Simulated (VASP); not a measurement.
A run of VASP 6.6.1 is set up as follows.

The input INCAR:

```
PREC = Accurate
ENCUT = 600
EDIFF = 1E-6
ISMEAR = 0
SIGMA = 0.03
LREAL = False
LASPH = True
NELM = 80
ALGO = Normal
ISIF = 3
LWAVE = False
LCHARG = False
GGA = AM
IBRION = 2
NSW = 90
EDIFFG = -0.01
```

File KPOINTS:

```
Automatic mesh
0
Gamma
  12 12 5
```

POSCAR

```
Ge
1.0
    3.9975858431      0.0000000000      0.0000000000
   -1.9987929216      3.4620108940      0.0000000000
    0.0000000000      0.0000000000      6.5993779500
Ge
4
Direct
    0.6666666700      0.3333333300      0.0629012500
    0.3333333300      0.6666666700      0.5629012500
    0.6666666700      0.3333333300      0.4370987500
    0.3333333300      0.6666666700      0.9370987500
```

Potentials or basis: VASP PAW PBE potentials, release 64 (Ge_d).

Launch:

```bash
$ cat potpaw_PBE.64/Ge_d/POTCAR > POTCAR
$ mpirun -np 1 vasp_std > vasp.out
```

**Question.** What does it give for the band gap on the k mesh?

**Answer.** 0.04 eV, indirect (least direct gap 0.12 eV).

Forces on the atoms (eV/Å):
```
Ge   0.000  0.000 -0.002
Ge   0.000  0.000 -0.002
Ge   0.000  0.000  0.002
Ge   0.000  0.000  0.002
```

Caveat: the relaxation stopped at its first step, so nothing moved; the PAW data sets were made with another functional, which shifts forces and pressure a little; an odd mesh through Γ misses points on the zone boundary, where band edges often lie.
